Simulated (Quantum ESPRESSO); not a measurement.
A calculation with Quantum ESPRESSO 7.5 of Bi (native input, structure typed inline):

pw.in

```
&CONTROL
  calculation = 'scf'
  prefix = 'pwscf'
  outdir = './tmp'
  pseudo_dir = './pseudo'
  tprnfor = .true.
  tstress = .true.
  disk_io = 'low'
/
&SYSTEM
  ibrav = 0
  nat = 1
  ntyp = 1
  ecutwfc = 66
  nbnd = 13
  occupations = 'smearing'
  smearing = 'fd'
  degauss = 0.00367493
/
&ELECTRONS
  conv_thr = 2d-10
  electron_maxstep = 120
  mixing_beta = 0.5
/
ATOMIC_SPECIES
Bi   208.9804 Bi.upf
CELL_PARAMETERS angstrom
  -1.9814305318    1.9814305318    1.9814305318
   1.9814305318   -1.9814305318    1.9814305318
   1.9814305318    1.9814305318   -1.9814305318
ATOMIC_POSITIONS crystal
Bi     0.0000000000    0.0000000000    0.0000000000
K_POINTS automatic
9 9 9 0 0 0
```

pp_density.in

```
&INPUTPP
  prefix = 'pwscf'
  outdir = './tmp'
  filplot = 'density.dat'
  plot_num = 0
/
&PLOT
  nfile = 1
  filepp(1) = 'density.dat'
  iflag = 3
  output_format = 6
  fileout = 'density.cube'
/
```

File pp_potential.in:

```
&INPUTPP
  prefix = 'pwscf'
  outdir = './tmp'
  filplot = 'potential.dat'
  plot_num = 11
/
&PLOT
  nfile = 1
  filepp(1) = 'potential.dat'
  iflag = 3
  output_format = 6
  fileout = 'potential.cube'
/
```

Contents of pp_elf.in:

```
&INPUTPP
  prefix = 'pwscf'
  outdir = './tmp'
  filplot = 'elf.dat'
  plot_num = 8
/
&PLOT
  nfile = 1
  filepp(1) = 'elf.dat'
  iflag = 3
  output_format = 6
  fileout = 'elf.cube'
/
```

Potentials or basis: PseudoDojo 0.4.1 SR PBEsol standard.

Command:

```sh
$ OMP_NUM_THREADS=1 mpirun -n 2 pw.x -nk 2 -in pw.in > pw.out
$ OMP_NUM_THREADS=1 mpirun -n 1 pp.x -in pp_density.in > pp_density.out
$ OMP_NUM_THREADS=1 mpirun -n 1 pp.x -in pp_potential.in > pp_potential.out
$ OMP_NUM_THREADS=1 mpirun -n 1 pp.x -in pp_elf.in > pp_elf.out
```

This isn't the form of Bi at room conditions, which is rhombohedral.

Problem. Write the same calculation in another form: ASE script, structure from a P1 CIF.

Solution. As run:

Contents of run.py:

```python
import numpy as np
from ase.calculators.espresso import Espresso, EspressoProfile
from ase.io import read

atoms = read('Bi.cif')

input_data = {
    'control': {'calculation': 'scf', 'prefix': 'pwscf', 'outdir': './tmp', 'tprnfor': True, 'tstress': True, 'disk_io': 'nowf'},
    'system': {'ecutwfc': 66.0, 'nbnd': 13, 'occupations': 'smearing', 'smearing': 'fd', 'degauss': 0.00367493},
    'electrons': {'conv_thr': 2e-10, 'electron_maxstep': 120, 'mixing_beta': 0.5},
}
pseudopotentials = {'Bi': 'Bi.upf'}
profile = EspressoProfile(command='mpirun -n 2 pw.x -nk 2', pseudo_dir='pseudo')
dft = Espresso(profile=profile, input_data=input_data, pseudopotentials=pseudopotentials, kpts=(9, 9, 9), koffset=(0, 0, 0))
atoms.calc = dft

print(f'energy {atoms.get_potential_energy():.8f} eV')
print('forces (eV/A)')
print(np.round(atoms.get_forces(), 6))
print('stress (eV/A^3, Voigt)')
print(np.round(atoms.get_stress(), 8))
print(f'Fermi level {dft.get_fermi_level():.4f} eV')
```

Bi.cif

```cif
data_Bi
_cell_length_a 3.43193835
_cell_length_b 3.43193835
_cell_length_c 3.43193835
_cell_angle_alpha 109.47122063
_cell_angle_beta 109.47122063
_cell_angle_gamma 109.47122063
_space_group_name_H-M_alt 'P1'
_space_group_name_Hall 'P 1'
_space_group_IT_number 1
loop_
_space_group_symop_operation_xyz
'x,y,z'
loop_
_atom_site_label
_atom_site_type_symbol
_atom_site_symmetry_multiplicity
_atom_site_Wyckoff_symbol
_atom_site_fract_x
_atom_site_fract_y
_atom_site_fract_z
_atom_site_occupancy
Bi1 Bi 1 a 0.0000000000 0.0000000000 0.0000000000 1
```

Potentials or basis: PseudoDojo 0.4.1 SR PBEsol standard.

The run is started by

```sh
$ OMP_NUM_THREADS=1 python run.py
```

Both were run:

|  | native input, structure typed inline | ASE script, structure from a P1 CIF |
| --- | --- | --- |
| Pressure | -2.0 GPa | -2.0 GPa |
| Band gap on the k mesh | none (metal or under the smearing width) | none (metal or under the smearing width) |

Keys that steer only the numerical path or the files written may differ.

Caveat: spin-orbit coupling is left out, which moves the levels of the heavy elements.
